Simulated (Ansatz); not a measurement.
## SnS2: projected DOS by orbital

```xyz
3
Lattice="3.5983 0.0000 0.0000 -1.7992 3.1162 0.0000 0.0000 0.0000 5.4940" Properties=species:S:1:pos:R:3 pbc="T T T"
Sn    0.0000    0.0000    0.0000
S     1.7992    1.0387    1.4499
S     0.0000    2.0775    4.0441
```

Atom numbers follow the list: Sn1, S2, S3.

The geometry is COD entry 7038081, unchecked; take it as a test cell.

Spin–orbit coupling is left out, though it moves levels of the heavy atoms by tenths of an eV or more.

These are results of DFT, PBEsol, all-electron LAPW, scalar-relativistic in Ansatz 0.2.0, not measurements.

Numerical set-up: a Γ-centred 10×10×6 k mesh, Fermi–Dirac smearing of 0.01 eV, basis error target 1 meV/atom, no spin polarisation.

States per eV for one atom of each kind, in 0.4 eV bins named by their centres, from the valence-band top, projected on a minimal set of Löwdin-orthogonalised atomic shells; orbitals are real harmonics on the Cartesian axes, equal curves share a column, and empty bins are left out, as is all above 4.3 eV, near the top of the computed bands.

Sn1 5p:

```
# E all pz px=py
-13.4 0.14 0.00 0.07
-13.0 0.18 0.01 0.09
-12.6 0.38 0.10 0.14
-12.2 0.35 0.18 0.08
-11.8 0.35 0.22 0.06
-11.4 0.02 0.01 0.01
-7.4 0.01 0.00 0.00
-7.0 0.01 0.00 0.00
-6.6 0.01 0.00 0.00
-5.8 0.01 0.00 0.00
-5.4 0.19 0.10 0.05
-5.0 0.43 0.20 0.12
-4.6 0.41 0.16 0.12
-4.2 0.28 0.06 0.11
-3.8 0.38 0.09 0.15
-3.4 0.44 0.16 0.14
-3.0 0.46 0.13 0.17
-2.6 0.31 0.10 0.10
-2.2 0.21 0.06 0.07
-1.8 0.16 0.04 0.06
-1.4 0.17 0.05 0.06
-1.0 0.08 0.03 0.03
-0.6 0.03 0.01 0.01
1.4 0.01 0.00 0.01
1.8 0.05 0.01 0.02
2.2 0.07 0.01 0.03
2.6 0.06 0.01 0.03
3.0 0.01 0.00 0.00
3.4 0.04 0.04 0.00
3.8 0.11 0.10 0.01
4.2 0.45 0.25 0.10
```

S2 3p:

```
# E all pz px=py
-13.4 0.02 0.01 0.00
-13.0 0.02 0.01 0.01
-12.6 0.02 0.01 0.01
-12.2 0.01 0.01 0.00
-11.8 0.03 0.01 0.01
-7.8 0.12 0.01 0.06
-7.4 0.29 0.02 0.13
-7.0 0.15 0.02 0.06
-6.6 0.13 0.04 0.04
-6.2 0.19 0.14 0.03
-5.8 0.08 0.06 0.01
-5.4 0.22 0.07 0.08
-5.0 0.46 0.11 0.17
-4.6 0.46 0.11 0.18
-4.2 0.39 0.12 0.13
-3.8 0.60 0.22 0.19
-3.4 0.76 0.26 0.25
-3.0 0.82 0.23 0.29
-2.6 0.70 0.23 0.24
-2.2 0.69 0.21 0.24
-1.8 0.76 0.27 0.25
-1.4 1.20 0.49 0.36
-1.0 1.40 0.48 0.46
-0.6 1.43 0.62 0.40
-0.2 0.21 0.17 0.02
1.0 0.01 0.00 0.00
1.4 0.15 0.02 0.06
1.8 0.39 0.06 0.17
2.2 0.39 0.06 0.17
2.6 0.34 0.09 0.12
3.0 0.03 0.01 0.01
3.8 0.01 0.00 0.00
4.2 0.07 0.05 0.01
```

Sn1 5s:

```
# E all
-13.4 0.11
-13.0 0.09
-12.6 0.07
-12.2 0.02
-11.8 0.09
-7.8 0.31
-7.4 0.70
-7.0 0.35
-6.6 0.26
-6.2 0.26
-5.8 0.10
-5.4 0.06
-5.0 0.02
-4.6 0.01
-4.2 0.02
-3.8 0.02
-3.4 0.03
-3.0 0.02
-2.6 0.02
-2.2 0.01
-1.8 0.01
-1.4 0.02
-1.0 0.02
-0.6 0.01
1.0 0.01
1.4 0.20
1.8 0.51
2.2 0.53
2.6 0.48
3.0 0.04
4.2 0.01
```

S2 3s:

```
# E all
-13.4 0.21
-13.0 0.26
-12.6 0.55
-12.2 0.63
-11.8 1.48
-11.4 0.11
-7.8 0.01
-7.4 0.08
-7.0 0.06
-6.6 0.07
-6.2 0.10
-5.8 0.05
-5.4 0.05
-5.0 0.05
-4.6 0.04
-4.2 0.03
-3.8 0.04
-3.4 0.04
-3.0 0.04
-2.6 0.04
-2.2 0.02
-1.8 0.02
-1.4 0.02
-1.0 0.02
-0.6 0.01
1.4 0.01
1.8 0.01
2.2 0.01
2.6 0.01
3.4 0.01
3.8 0.02
4.2 0.06
```
